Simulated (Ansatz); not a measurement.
## Structures of TiSi2: which is lowest?

Plane-wave DFT in Ansatz with scalar-relativistic PAW potentials, cutoff 420 eV, Γ-centred meshes chosen by cell and gap, Gaussian smearing with energies taken to zero width. Every cell was relaxed (cell and atoms) in a run of its own, within the symmetry of its start. Functional: PBEsol.

Relaxed structures (starts from databases or built by putting these elements on another compound's sites):
A. Cmmm, 6 atoms in the computed cell, a = 3.526 Å, b = 13.967 Å, c = 3.480 Å; sites (symmetry × multiplicity) Ti m2m × 4, Si m2m × 4 + mmm × 2 + mmm × 2; start: built
B. Cmcm, 6 atoms in the computed cell, a = 3.517 Å, b = 13.348 Å, c = 3.556 Å; sites (symmetry × multiplicity) Ti m2m × 4, Si m2m × 4 + m2m × 4; start: database
C. Fddd, 6 atoms in the computed cell, a = 4.762 Å, b = 8.182 Å, c = 8.496 Å; sites (symmetry × multiplicity) Ti 222 × 8, Si .2. × 16; start: database
D. Immm, 3 atoms in the computed cell, a = 2.934 Å, b = 3.389 Å, c = 8.335 Å; sites (symmetry × multiplicity) Ti mmm × 2, Si mm2 × 4; start: database

Problem. Rank them by energy. Could pressure change the order?

Solution.
```tsv
structure	group	E − E(lowest) (meV/atom)	V (Å³/atom)	gap on mesh (eV)
B	Cmcm	0.0	13.91	0.00
C	Fddd	1.7	13.79	0.00
A	Cmmm	135	14.28	0.00
D	Immm	170	13.81	0.00
```

B and C are level within the 5 meV/atom that separate runs leave open. The two lowest differ in volume by under 3 %, too little for a first-order estimate of what pressure does to that pair (other pairs aren't weighed here). Other structures may lie lower than all of these, and vibrations aren't counted.